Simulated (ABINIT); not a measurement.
## Al: band structure with LDA-PZ

Crystal: Al.

```
Al
1.0
     0.00000    2.02481    2.02481
     2.02481    0.00000    2.02481
     2.02481    2.02481    0.00000
Al
1
Direct
  0.00000 0.00000 0.00000
```

| Property | Result |
| --- | --- |
| Program | ABINIT 10.8.3 (patched build) |
| Task | band structure |
| Functional | LDA-PZ |
| Potentials or basis | JTH PAW LDA v2.0 |
| Cutoff | 544 eV |
| k mesh | 11 × 11 × 11 |
| Occupations | fermi-dirac, width 0.05 eV |
| Spin | no spin polarisation |
| Fine-grid cutoff | 1088.46 eV |

```
Pressure                                              : -3.7 GPa
Band gap on the k mesh                                : none (metal or under the smearing width)
Valence electrons inside the program's atomic spheres : Al 0.75 (radii [1.0074] Å)
```

Levels at the corners of the path, in eV from the Fermi level:
| point | band 1 | band 2 | band 3 | band 4 | band 5 |
| --- | --- | --- | --- | --- | --- |
| Γ | -11.08 | 12.53 | 12.53 | 12.53 | 13.77 |
| X | -2.90 | -1.63 | 5.30 | 5.49 | 5.49 |
| W | -0.83 | -0.83 | 0.21 | 0.93 | 15.68 |
| K | -1.87 | -1.34 | -0.47 | 6.45 | 8.13 |
| Γ | -11.08 | 12.53 | 12.53 | 12.53 | 13.77 |
| L | -4.54 | -4.41 | 11.14 | 11.14 | 11.41 |
| U | -1.87 | -1.34 | -0.47 | 6.45 | 8.13 |
| W | -0.83 | -0.83 | 0.21 | 0.93 | 15.68 |
| L | -4.54 | -4.41 | 11.14 | 11.14 | 11.41 |
| K | -1.87 | -1.34 | -0.47 | 6.45 | 8.13 |

Run time: 14 s on 1 thread of Arm Neoverse N1, on a shared host, peak memory 0.11 GiB.
